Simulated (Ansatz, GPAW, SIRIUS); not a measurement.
# KTaO3: equilibrium volume by level of theory

```cif
data_structure
_symmetry_space_group_name_H-M 'Pm-3m'
_symmetry_Int_Tables_number 221
_cell_length_a 3.9883
_cell_length_b 3.9883
_cell_length_c 3.9883
_cell_angle_alpha 90.000
_cell_angle_beta 90.000
_cell_angle_gamma 90.000
_cell_volume 63.44
loop_
_atom_site_label
_atom_site_type_symbol
_atom_site_symmetry_multiplicity
_atom_site_Wyckoff_symbol
_atom_site_fract_x
_atom_site_fract_y
_atom_site_fract_z
_atom_site_occupancy
Ta1 Ta 1 a 0.00000 0.00000 0.00000 1
K1 K 1 b 0.50000 0.50000 0.50000 1
O1 O 3 d 0.00000 0.00000 0.50000 1
```

| rung | level | program and potentials | cutoff (eV) | k mesh | smearing | core time | chip | equilibrium volume (Å³/atom) | miss | notes |
| --- | --- | --- | --- | --- | --- | --- | --- | --- | --- | --- |
| GGA | PBE | Ansatz, Ansatz PAW (earlier soft set) | 420 | 7 × 7 × 7 | fermi-dirac 0.05 | 10 s | Intel Xeon | 13.02 | +2.6 % | - |
| GGA + dispersion | BLYP+D3(BJ) | GPAW, PAW data sets generated for this functional | 800 | 6 × 6 × 6 | fermi-dirac 0.05 | 2.3 min | Intel Xeon 6975P-C Granite Rapids | 12.81 | +0.9 % | - |
| GGA + dispersion | PBEsol+D3(zero damping) | GPAW, PAW data sets generated for this functional | 800 | 6 × 6 × 6 | fermi-dirac 0.05 | 2.8 min | Intel Xeon 6975P-C Granite Rapids | 12.59 | -0.8 % | - |
| LDA | LDA | GPAW, PAW data sets generated for this functional | 800 | 6 × 6 × 6 | fermi-dirac 0.05 | 2.8 min | Intel Xeon 6975P-C Granite Rapids | 12.30 | -3.1 % | - |
| non-local van der Waals functional | BEEF-vdW | GPAW, GPAW PAW data sets (gpaw-data 1.2.1) | 800 | 6 × 6 × 6 | fermi-dirac 0.05 | 3 min | Intel Xeon 6975P-C Granite Rapids | 13.23 | +4.3 % | potentials made for PBE |
| GGA | PBE | Ansatz, all-electron LAPW, scalar-relativistic | - | 7 × 7 × 7 | fermi-dirac 0.05 | 5.1 min | Intel Xeon | 13.04 | +2.8 % | - |
| GGA + dispersion | revPBE+D3(BJ) | GPAW, the program's PAW data sets (release 1.2.1) made for this functional | 800 | 6 × 6 × 6 | fermi-dirac 0.05 | 5.6 min | Arm Neoverse V1 | 12.96 | +2.1 % | - |
| GGA | PBE | SIRIUS, PseudoDojo 0.4.1 PBE standard (scalar relativistic) | 1152 | 7 × 7 × 7 | fermi-dirac 0.05 | 16 min | Arm Neoverse V2 | (a) | ? | - |

Times are single runs on shared hosts and different chips, so they are rough; meshes, cutoffs and the tasks' sizes weigh on the time. Task: equation of state. All rows: no spin polarisation. Smearing widths are in eV. Meshes differ between rows, which moves values too. Meshes are those of the run's cell of 5 atoms unless a note names another. Misses use the values as printed. Runs on faulty files, with rough fits or with known faults for this quantity aren't shown. No row holds spin-orbit coupling.

Measured: 12.69 Å³/atom (a printed reference work). The runs are for a static lattice.

Estimate the value left out from the other rows.

(a) 12.97 Å³/atom, miss +2.2 %.
